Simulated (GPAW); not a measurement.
A run of GPAW 26.7.0 is set up as follows.

File run.py:

```python
from ase import Atoms
from ase.dft.bandgap import bandgap
from ase.io import write
from ase.units import GPa
from gpaw import GPAW, PW

atoms = Atoms(['Sn', 'Sn', 'O', 'O'],
              cell=[[3.355005, 0.0, 0.0],
                    [0.0, 5.674104, 0.0],
                    [0.0, 0.0, 4.22197]],
              scaled_positions=[[0.5, 0.768091, 0.013144],
                                [0.0, 0.231909, 0.513144],
                                [0.5, 0.10875, 0.236857],
                                [0.0, 0.89125, 0.736857]],
              pbc=True)

calc = GPAW(mode=PW(800),
            xc='MGGA_X_R2SCAN+MGGA_C_R2SCAN',
            kpts={'size': (5, 3, 4), 'gamma': True},
            occupations={'name': 'fermi-dirac', 'width': 0.05},
            nbands=33,
            convergence={'density': 1e-05, 'energy': 1e-05},
            maxiter=150,
            txt='gpaw.txt')
atoms.calc = calc
energy = atoms.get_potential_energy()
forces = atoms.get_forces()
stress = atoms.get_stress()
calc.write('gs.gpw')
write('result.traj', atoms)
print(f'Energy: {energy:.6f} eV')
print('Forces (eV/A):')
print(forces.round(4))
print('Stress (GPa):', (stress / GPa).round(3))
print('Fermi level:', round(calc.get_fermi_level(), 4), 'eV')
print(f'Gap: {bandgap(calc)[0]:.4f} eV, direct: {bandgap(calc, direct=True)[0]:.4f} eV')

path = atoms.cell.bandpath('GXSYGZURTZ,YT,UX,SR', npoints=80, eps=1e-4)
bs_calc = calc.fixed_density(kpts=path, symmetry='off', nbands=51,
                             convergence={'bands': 'CBM+6.0', 'eigenstates': 1e-6}, txt='bands.txt')
bs = bs_calc.band_structure()
bs.write('bs.json')
print(f'Gap on the path: {bandgap(bs_calc)[0]:.4f} eV')
```

Potentials or basis: GPAW PAW data sets (gpaw-data 1.2.1), pw.

Launch:

```bash
$ OMP_NUM_THREADS=1 python run.py
```

Question: Estimate the largest force.

Answer: 0.650 eV/Å.

Question: Predict the pressure.

Answer: -3.3 GPa.

Question: What does it give for the band gap on the k mesh?

Answer: 1.91 eV, indirect (least direct gap 2.48 eV).

Levels at the corners of the path, in eV from the valence-band top:
```tsv
point	band 17	band 18	band 19	band 20	band 21	band 22	band 23	band 24
Γ	-3.68	-2.81	-2.22	0.00	3.03	3.59	6.34	6.40
X	-2.78	-2.78	-1.26	-1.26	2.91	2.91	5.97	5.97
S	-3.28	-3.28	-1.09	-1.09	2.40	2.40	5.02	5.02
Y	-3.38	-3.38	-1.76	-1.76	3.06	3.06	5.70	5.70
Γ	-3.68	-2.81	-2.22	0.00	3.03	3.59	6.34	6.40
Z	-3.98	-2.83	-1.72	-1.47	3.73	4.28	5.25	5.64
U	-2.85	-2.85	-0.90	-0.90	2.20	2.20	6.70	6.70
R	-3.55	-3.55	-0.46	-0.46	2.71	2.71	4.58	4.58
T	-3.04	-3.04	-1.54	-1.54	2.23	2.23	6.53	6.53
Z	-3.98	-2.83	-1.72	-1.47	3.73	4.28	5.25	5.64
Y	-3.38	-3.38	-1.76	-1.76	3.06	3.06	5.70	5.70
T	-3.04	-3.04	-1.54	-1.54	2.23	2.23	6.53	6.53
U	-2.85	-2.85	-0.90	-0.90	2.20	2.20	6.70	6.70
X	-2.78	-2.78	-1.26	-1.26	2.91	2.91	5.97	5.97
S	-3.28	-3.28	-1.09	-1.09	2.40	2.40	5.02	5.02
R	-3.55	-3.55	-0.46	-0.46	2.71	2.71	4.58	4.58
```

Caveat: the PAW data sets were made with another functional, which shifts forces and pressure a little; spin-orbit coupling is left out, which moves the levels of the heavy elements; the mesh misses the band edges, which the band path finds closer together. r2SCAN opens gaps a little over a GGA but as a rule still falls short of measured ones.
